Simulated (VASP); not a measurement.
# Ru (P6_3/mmc) in VASP: further runs

The runs below take Ru through single point, with PBEsol.

Program: VASP 6.6.1. These are calculated values, not measurements. Logs are shortened: lines on timing, memory, paths and dates and some standing lists are left out, and cuts for length are marked.

**1. The undisturbed crystal**

The structure is hexagonal, space group P6_3/mmc (No. 194). The conventional cell has a = 2.706 Å, b = 2.706 Å, c = 4.282 Å, α = 90.00°, β = 90.00°, γ = 120.00°. Ru (site symmetry -6m2) has 12 Ru at 2.65 to 2.71 Å as nearest neighbours.

**2. Single point, PBEsol (grid = ENCUT=280 dk=0.35 cell=2x2x1 ISMEAR=1 SIGMA=0.1 LREAL=Auto EDIFF=1e-06)**

The input, INCAR:

```
SYSTEM = Ru
ALGO = Fast
EDIFF = 1E-6
ENCUT = 280
GGA = PS
ISIF = 2
ISMEAR = 1
LASPH = .True.
LCHARG = .False.
LREAL = Auto
LWAVE = .False.
NBANDS = 64
NELM = 120
PREC = Accurate
SIGMA = 0.1
```

The input, KPOINTS:

```
k-points
0
Gamma
  4 4 5
  0 0 0
```

The input, POSCAR:

```
Ru
1.0
    5.4116000000      0.0000000000      0.0000000000
   -2.7058000000      4.6865830752      0.0000000000
    0.0000000000      0.0000000000      4.2819000000
Ru
8
Direct
    0.3333333334      0.1666666666      0.7500000000
    0.3333333334      0.6666666666      0.7500000000
    0.8333333333      0.1666666666      0.7500000000
    0.8333333333      0.6666666666      0.7500000000
    0.1666666666      0.3333333334      0.2500000000
    0.1666666666      0.8333333333      0.2500000000
    0.6666666666      0.3333333334      0.2500000000
    0.6666666666      0.8333333333      0.2500000000
```

Potentials or basis: VASP PAW PBE potentials, release 64 (Ru_pv).

Run with:

```sh
> cat potpaw_PBE.64/Ru_pv/POTCAR > POTCAR
> mpirun -np 1 vasp_std > vasp.out
```

OUTCAR:

```text
SYSTEM = Ru
   EDIFF = 1E-6
   ENCUT = 280
   GGA = PS
   ISIF = 2
   ISMEAR = 1
   LASPH = .True.
   LREAL = Auto
   NELM = 120
   PREC = Accurate

 Found     12 irreducible k-points:

 Following reciprocal coordinates:
            Coordinates               Weight
  0.000000  0.000000  0.000000      1.000000
  0.250000  0.000000  0.000000      6.000000
  0.500000  0.000000  0.000000      3.000000
  0.250000  0.250000  0.000000      6.000000
  0.000000  0.000000  0.200000      2.000000
  0.250000  0.000000  0.200000     12.000000
   k-points           NKPTS =     12   k-points in BZ     NKDIM =     12   number of bands    NBANDS=     64
   number of dos      NEDOS =    301   number of ions     NIONS =      8
   total plane-waves  NPLWV =  21600
   dimension x,y,z NGX =    30 NGY =   30 NGZ =   24
   dimension x,y,z NGXF=    60 NGYF=   60 NGZF=   48
   ions per type =               8
   NGX,Y,Z   is equivalent  to a cutoff of   9.22,  9.22,  9.32 a.u.
   NGXF,Y,Z  is equivalent  to a cutoff of  18.43, 18.43, 18.64 a.u.
 SYSTEM =  Ru
   PREC   = accura    normal or accurate (medium, high low for compatibility)
   ISTART =      0    job   : 0-new  1-cont  2-samecut
   ICHARG =      2    charge: 1-file 2-atom 10-const
   ISPIN  =      1    spin polarized calculation?
   LNONCOLLINEAR =      F non collinear calculations
   LSORBIT =      F    spin-orbit coupling
   LASPH  =      T    aspherical Exc in radial PAW
   ENCUT  =  280.0 eV  20.58 Ry    4.54 a.u.   7.38  7.38  5.84*2*pi/ulx,y,z
   NELM   =    120;   NELMIN=  2; NELMDL= -5     # of ELM steps
   EDIFF  = 0.1E-05   stopping-criterion for ELM
   LREAL  =      T    real-space projection
   EDIFFG = 0.1E-04   stopping-criterion for IOM
   NSW    =      0    number of steps for IOM
   IBRION =     -1    ionic relax: 0-MD 1-quasi-New 2-CG
   NFREE  =      0    steps in history (QN), initial steepest desc. (CG)
   ISIF   =      2    stress and relaxation
   ISYM   =      2    0-nonsym 1-usesym 2-fastsym
   POTIM  = 0.5000    time-step for ionic-motion
   TEBEG  =    0.0;   TEEND  =   0.0 temperature during run
   PSTRESS=    0.0 pullay stress
   NELECT =     112.0000    total number of electrons
   NUPDOWN=      -1.0000    fix difference up-down
   EMIN   =  10.00;   EMAX   =-10.00  energy-range for DOS
   EFERMI =   0.00;   METHOD = LEGACY
   ISMEAR =     1;   SIGMA  =   0.10  broadening in eV -4-tet -1-fermi 0-gaus
   EFERMI_NEDOS =   21; number of points for ismear=-14 and -15
   IALGO  =     68    algorithm
   IMIX   =      4    mixing-type and parameters
     AMIX     =   0.40;   BMIX     =  1.00
     AMIX_MAG =   1.60;   BMIX_MAG =  1.00
  volume/ion in A,a.u.               =      13.57        91.61
  Fermi-wavevector in a.u.,A,eV,Ry     =   1.654022  3.125649 37.222674  2.735789
  Thomas-Fermi vector in A             =   2.742361
   LORBIT       =      0    0 simple, 1 ext, 2 COOP (PROOUT), +10 PAW based schemes
   GGA     = PS    functional components
   LHFCALC =     F    Hartree Fock is set to
   AEXX    =    0.0000 exact exchange contribution
   IVDW    =     0    specifies the selected vdW correction
   LEPSILON=     F    determine dielectric tensor
   LRPA    =     F    only Hartree local field effects (RPA)
 non-spin polarized calculation
 RMM-DIIS sequential band-by-band and
 Methfessel and Paxton  Order N= 1 SIGMA  =   0.10
  energy-cutoff  :      280.00
  volume of cell :      108.60
 maximum number of plane-waves:      1188
 NGX is ok and might be reduce to    30
   NGX = 15   NGY = 15   NGZ = 11

 number of electron     112.0000127 magnetization

 Free energy of the ion-electron system (eV)
  ---------------------------------------------------
  ext. energy  EPLUGINS =         0.00000000
  ---------------------------------------------------
  free energy    TOTEN  =       -81.60696745 eV

  energy without entropy =      -81.60523944  energy(sigma->0) =      -81.60639145

 E-fermi :  12.7026     XC(G=0): -14.2869

 val. band max:       12.6919715968   @ k =   0.2500   0.0000   0.4000
 cond. band min:      12.7213622259   @ k =   0.2500   0.0000   0.4000
 fundamental gap:      0.0293906291
 Fermi energy:        12.7026083331

 k-point     1 :       0.0000    0.0000    0.0000
  band No.  band energies     occupation
      1     -30.9016      2.00000
      2     -30.7053      2.00000
      3     -30.7053      2.00000
      4     -30.7053      2.00000
      5     -30.5132      2.00000
      6     -30.5132      2.00000
[... 56 lines left out ...]
     63      14.5933     -0.00000
     64      14.6383     -0.00000

 k-point     2 :       0.2500    0.0000    0.0000
  band No.  band energies     occupation
      1     -30.8490      2.00000
      2     -30.6469      2.00000
      3     -30.6469      2.00000
      4     -30.5958      2.00000
      5     -30.5240      2.00000
      6     -30.4668      2.00000
[... 56 lines left out ...]
     63      14.2246     -0.00000
     64      14.4556     -0.00000

 k-point     3 :       0.5000    0.0000    0.0000
  band No.  band energies     occupation
      1     -30.7066      2.00000
      2     -30.7066      2.00000
      3     -30.5466      2.00000
      4     -30.5466      2.00000
      5     -30.4636      2.00000
      6     -30.4636      2.00000
[... 56 lines left out ...]
     63      14.2640     -0.00000
     64      14.2730     -0.00000

 k-point     4 :       0.2500    0.2500    0.0000
  band No.  band energies     occupation
      1     -30.7512      2.00000
      2     -30.5955      2.00000
      3     -30.5851      2.00000
      4     -30.5851      2.00000
      5     -30.4607      2.00000
      6     -30.4607      2.00000
[... 56 lines left out ...]
     63      14.1267     -0.00000
     64      14.2163     -0.00000

 k-point     5 :       0.0000    0.0000    0.2000
  band No.  band energies     occupation
      1     -30.7971      2.00000
      2     -30.7757      2.00000
      3     -30.7757      2.00000
      4     -30.7757      2.00000
      5     -30.6016      2.00000
      6     -30.6016      2.00000
[... 56 lines left out ...]
     63      14.3275     -0.00000
     64      14.5408     -0.00000

 k-point     6 :       0.2500    0.0000    0.2000
  band No.  band energies     occupation
      1     -30.7585      2.00000
      2     -30.7176      2.00000
      3     -30.7176      2.00000
      4     -30.7038      2.00000
      5     -30.5596      2.00000
      6     -30.5596      2.00000
[... 56 lines left out ...]
     63      14.0243     -0.00000
     64      14.4241     -0.00000

 [... further k-points ...]
[... 5 lines left out ...]
  --------------------------------------------------------------------------------------
  -------------------------------------------------------------------------------------
  Total       -4.7199854     -4.7199854     -5.6441416      0.0000000      0.0000000      0.0000000
  in kB      -69.6358231    -69.6358231    -83.2702667      0.0000000      0.0000000      0.0000000
  external PRESSURE =     -74.1806376 kB  Pullay stress =       0.0000000 kB

 VOLUME and BASIS-vectors are now :
 -----------------------------------------------------------------------------
  energy-cutoff  :      280.00
  volume of cell :      108.60
      direct lattice vectors                 reciprocal lattice vectors
     5.411600000  0.000000000  0.000000000     0.184788233  0.106687536  0.000000000
    -2.705800000  4.686583075  0.000000000     0.000000000  0.213375072  0.000000000
     0.000000000  0.000000000  4.281900000     0.000000000  0.000000000  0.233541185

 POSITION                                       TOTAL-FORCE (eV/Angst)
 -----------------------------------------------------------------------------------
      1.35290      0.78110      3.21143         0.000000     -0.000000      0.000000
      0.00000      3.12439      3.21143         0.000000     -0.000000     -0.000000
      4.05870      0.78110      3.21143         0.000000     -0.000000      0.000000
      2.70580      3.12439      3.21143        -0.000000     -0.000000     -0.000000
     -0.00000      1.56219      1.07048        -0.000000      0.000000     -0.000000
     -1.35290      3.90549      1.07048         0.000000      0.000000      0.000000
      2.70580      1.56219      1.07048         0.000000      0.000000      0.000000
      1.35290      3.90549      1.07048        -0.000000      0.000000     -0.000000
 -----------------------------------------------------------------------------------
    total drift:                                0.000001      0.000001      0.000000

  FREE ENERGIE OF THE ION-ELECTRON SYSTEM (eV)
  ---------------------------------------------------
  free  energy   TOTEN  =       -81.6069674515 eV

  energy  without entropy=      -81.6052394422  energy(sigma->0) =      -81.60639145
```

Run time: 36 s. Hardware: 1 thread of Intel Xeon 6975P-C (Granite Rapids), shared host; peak memory 0.16 GiB.

The run converged, but some of its settings lie outside the range that counts as converged, so its numbers aren't taken as properties of the crystal.

What came out:

```yaml
Free_energy: -81.6070 eV
Pressure: -7.4 GPa
Band_gap_on_the_k_mesh: none (metal or under the smearing width)
```

Caveat: the cutoff is under 1.25 times the usual one of these potentials, so pressure, stress and relaxed cells hold a basis-set (Pulay) error; the PAW data sets were made with another functional, which shifts forces and pressure a little.

**3. Single point, PBEsol (grid = ENCUT=400 dk=0.45 cell=2x2x1 ISMEAR=1 SIGMA=0.1 LREAL=Auto EDIFF=1e-06)**

INCAR, as its differences from that of step 2:

```diff
@@ -3,3 +3,3 @@
 EDIFF = 1E-6
-ENCUT = 280
+ENCUT = 400
 GGA = PS
```

The input, KPOINTS:

```
k-points
0
Gamma
  3 3 4
  0 0 0
```

POSCAR is that of step 2.

Potentials or basis: VASP PAW PBE potentials, release 64 (Ru_pv).

Run with:

```sh
> cat potpaw_PBE.64/Ru_pv/POTCAR > POTCAR
> mpirun -np 1 vasp_std > vasp.out
```

OUTCAR:

```text
SYSTEM = Ru
   EDIFF = 1E-6
   ENCUT = 400
   GGA = PS
   ISIF = 2
   ISMEAR = 1
   LASPH = .True.
   LREAL = Auto
   NELM = 120
   PREC = Accurate

 Found      9 irreducible k-points:

 Following reciprocal coordinates:
            Coordinates               Weight
  0.000000  0.000000  0.000000      1.000000
  0.333333  0.000000  0.000000      6.000000
  0.333333  0.333333  0.000000      2.000000
  0.000000  0.000000  0.250000      2.000000
  0.333333  0.000000  0.250000     12.000000
  0.333333  0.333333  0.250000      4.000000
   k-points           NKPTS =      9   k-points in BZ     NKDIM =      9   number of bands    NBANDS=     64
   number of dos      NEDOS =    301   number of ions     NIONS =      8
   total plane-waves  NPLWV =  36288
   dimension x,y,z NGX =    36 NGY =   36 NGZ =   28
   dimension x,y,z NGXF=    72 NGYF=   72 NGZF=   56
   ions per type =               8
   NGX,Y,Z   is equivalent  to a cutoff of  11.06, 11.06, 10.87 a.u.
   NGXF,Y,Z  is equivalent  to a cutoff of  22.12, 22.12, 21.74 a.u.
 SYSTEM =  Ru
   PREC   = accura    normal or accurate (medium, high low for compatibility)
   ISTART =      0    job   : 0-new  1-cont  2-samecut
   ICHARG =      2    charge: 1-file 2-atom 10-const
   ISPIN  =      1    spin polarized calculation?
   LNONCOLLINEAR =      F non collinear calculations
   LSORBIT =      F    spin-orbit coupling
   LASPH  =      T    aspherical Exc in radial PAW
   ENCUT  =  400.0 eV  29.40 Ry    5.42 a.u.   8.82  8.82  6.98*2*pi/ulx,y,z
   NELM   =    120;   NELMIN=  2; NELMDL= -5     # of ELM steps
   EDIFF  = 0.1E-05   stopping-criterion for ELM
   LREAL  =      T    real-space projection
   EDIFFG = 0.1E-04   stopping-criterion for IOM
   NSW    =      0    number of steps for IOM
   IBRION =     -1    ionic relax: 0-MD 1-quasi-New 2-CG
   NFREE  =      0    steps in history (QN), initial steepest desc. (CG)
   ISIF   =      2    stress and relaxation
   ISYM   =      2    0-nonsym 1-usesym 2-fastsym
   POTIM  = 0.5000    time-step for ionic-motion
   TEBEG  =    0.0;   TEEND  =   0.0 temperature during run
   PSTRESS=    0.0 pullay stress
   NELECT =     112.0000    total number of electrons
   NUPDOWN=      -1.0000    fix difference up-down
   EMIN   =  10.00;   EMAX   =-10.00  energy-range for DOS
   EFERMI =   0.00;   METHOD = LEGACY
   ISMEAR =     1;   SIGMA  =   0.10  broadening in eV -4-tet -1-fermi 0-gaus
   EFERMI_NEDOS =   21; number of points for ismear=-14 and -15
   IALGO  =     68    algorithm
   IMIX   =      4    mixing-type and parameters
     AMIX     =   0.40;   BMIX     =  1.00
     AMIX_MAG =   1.60;   BMIX_MAG =  1.00
  volume/ion in A,a.u.               =      13.57        91.61
  Fermi-wavevector in a.u.,A,eV,Ry     =   1.654022  3.125649 37.222674  2.735789
  Thomas-Fermi vector in A             =   2.742361
   LORBIT       =      0    0 simple, 1 ext, 2 COOP (PROOUT), +10 PAW based schemes
   GGA     = PS    functional components
   LHFCALC =     F    Hartree Fock is set to
   AEXX    =    0.0000 exact exchange contribution
   IVDW    =     0    specifies the selected vdW correction
   LEPSILON=     F    determine dielectric tensor
   LRPA    =     F    only Hartree local field effects (RPA)
 non-spin polarized calculation
 RMM-DIIS sequential band-by-band and
 Methfessel and Paxton  Order N= 1 SIGMA  =   0.10
  energy-cutoff  :      400.00
  volume of cell :      108.60
 maximum number of plane-waves:      1995
 NGX is ok and might be reduce to    36
   NGX = 17   NGY = 17   NGZ = 13

 number of electron     112.0000029 magnetization

 Free energy of the ion-electron system (eV)
  ---------------------------------------------------
  ext. energy  EPLUGINS =         0.00000000
  ---------------------------------------------------
  free energy    TOTEN  =       -81.03225691 eV

  energy without entropy =      -81.01732815  energy(sigma->0) =      -81.02728066

 E-fermi :  12.9507     XC(G=0): -14.2817

 val. band max:       12.9468327244   @ k =   0.3333   0.0000   0.2500
 cond. band min:      13.0167491894   @ k =   0.3333   0.3333   0.2500
 fundamental gap:      0.0699164650
 Fermi energy:        12.9507396053

 k-point     1 :       0.0000    0.0000    0.0000
  band No.  band energies     occupation
      1     -30.9027      2.00000
      2     -30.7033      2.00000
      3     -30.7033      2.00000
      4     -30.7033      2.00000
      5     -30.5109      2.00000
      6     -30.5109      2.00000
[... 391 lines left out ...]
     63      13.8496     -0.00000
     64      13.8499     -0.00000

 [... further k-points ...]
[... 5 lines left out ...]
  --------------------------------------------------------------------------------------
  -------------------------------------------------------------------------------------
  Total       -2.9033639     -2.9033639     -7.3317929     -0.0000000      0.0000000     -0.0000000
  in kB      -42.8344830    -42.8344830   -108.1688571     -0.0000000      0.0000000     -0.0000000
  external PRESSURE =     -64.6126077 kB  Pullay stress =       0.0000000 kB

 VOLUME and BASIS-vectors are now :
 -----------------------------------------------------------------------------
  energy-cutoff  :      400.00
  volume of cell :      108.60
      direct lattice vectors                 reciprocal lattice vectors
     5.411600000  0.000000000  0.000000000     0.184788233  0.106687536  0.000000000
    -2.705800000  4.686583075  0.000000000     0.000000000  0.213375072  0.000000000
     0.000000000  0.000000000  4.281900000     0.000000000  0.000000000  0.233541185

 POSITION                                       TOTAL-FORCE (eV/Angst)
 -----------------------------------------------------------------------------------
      1.35290      0.78110      3.21143        -0.000000      0.000000     -0.000000
      0.00000      3.12439      3.21143        -0.000000     -0.000000      0.000000
      4.05870      0.78110      3.21143        -0.000000      0.000000     -0.000000
      2.70580      3.12439      3.21143         0.000000      0.000000     -0.000000
     -0.00000      1.56219      1.07048         0.000000      0.000000      0.000000
     -1.35290      3.90549      1.07048         0.000000     -0.000000     -0.000000
      2.70580      1.56219      1.07048        -0.000000     -0.000000      0.000000
      1.35290      3.90549      1.07048         0.000000     -0.000000      0.000000
 -----------------------------------------------------------------------------------
    total drift:                                0.000001      0.000001      0.000000

  FREE ENERGIE OF THE ION-ELECTRON SYSTEM (eV)
  ---------------------------------------------------
  free  energy   TOTEN  =       -81.0322569130 eV

  energy  without entropy=      -81.0173281509  energy(sigma->0) =      -81.02728066
```

stdout:

```text
POSCAR found type information on POSCAR Ru
 POSCAR found :  1 types and       8 ions
 scaLAPACK will be used
 -----------------------------------------------------------------------------
|                                                                             |
|                                                                             |
|     You have a (more or less) 'small supercell' and for smaller cells       |
|     it is recommended to use the reciprocal-space projection scheme!        |
|     The real-space optimization is not efficient for small cells and it     |
|     is also less accurate ...                                               |
|     Therefore, set LREAL=.FALSE. in the INCAR file.                         |
|                                                                             |
 -----------------------------------------------------------------------------

 -----------------------------------------------------------------------------
|                                                                             |
|                                                                             |
|     You enforced a specific xc type in the INCAR file but a different       |
|     I HOPE YOU KNOW WHAT YOU ARE DOING!                                     |
|                                                                             |
 -----------------------------------------------------------------------------

 LDA part: xc-table for (Slater+PW92), standard interpolation
 POSCAR, INCAR and KPOINTS ok, starting setup
 FFT: planning ... GRIDC
 FFT: planning ... GRID_SOFT
 FFT: planning ... GRID
 WAVECAR not read
 entering main loop
```

Run time: 35 s. Hardware: 1 thread of Intel Xeon 6975P-C (Granite Rapids), shared host; peak memory 0.19 GiB.

The run converged, but some of its settings lie outside the range that counts as converged, so its numbers aren't taken as properties of the crystal.

What came out:

```
Free energy            : -81.0323 eV
Pressure               : -6.5 GPa
Band gap on the k mesh : none (metal or under the smearing width)
```

Caveat: the k mesh is coarse (spacing up to 0.45 Å⁻¹), so the values aren't converged; the PAW data sets were made with another functional, which shifts forces and pressure a little.

[end of part 1 of 2]
